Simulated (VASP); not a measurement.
**Fe: equation of state with PBE**

Crystal: Fe.

```xyz
1
Lattice="0.0000 1.9417 1.9651 1.4984 0.0000 1.9651 1.4984 1.9417 0.0000" Properties=species:S:1:pos:R:3 pbc="T T T"
Fe    0.0000    0.0000    0.0000
```

| Property | Result |
| --- | --- |
| Program | VASP 6.6.1 |
| Task | equation of state |
| Functional | PBE |
| Potentials or basis | VASP PAW PBE potentials, release 64 (Fe) |
| Cutoff | 520 eV |
| k mesh | 13 × 13 × 13 |
| Occupations | fermi-dirac, width 0.05 eV |
| Spin | collinear spin, ferromagnetic start |
| Starting moments | [3.0] μB |

The equilibrium volume is 11.37 Å³/atom, the bulk modulus at fixed shape and positions is 175 GPa and the pressure derivative of the bulk modulus is 6.8 (rough: it moves with the points fitted).

Energy against volume, from the lowest point:
| volume (Å³/atom) | energy (meV/atom) |
| --- | --- |
| 10.749 | 21.08 |
| 10.978 | 7.75 |
| 11.207 | 1.06 |
| 11.435 | 0.00 |
| 11.664 | 3.66 |
| 11.893 | 11.34 |
| 12.121 | 22.72 |

All runs of the series together: 14 min on 1 thread of Intel(R) Xeon(R) Platinum 8375C CPU @ 2.90GHz (Ice Lake), on a shared host.

Caveat: the cell was scaled at fixed shape and fractional positions, which overstates the stiffness of a crystal with free parameters, most of all of layers and chains.
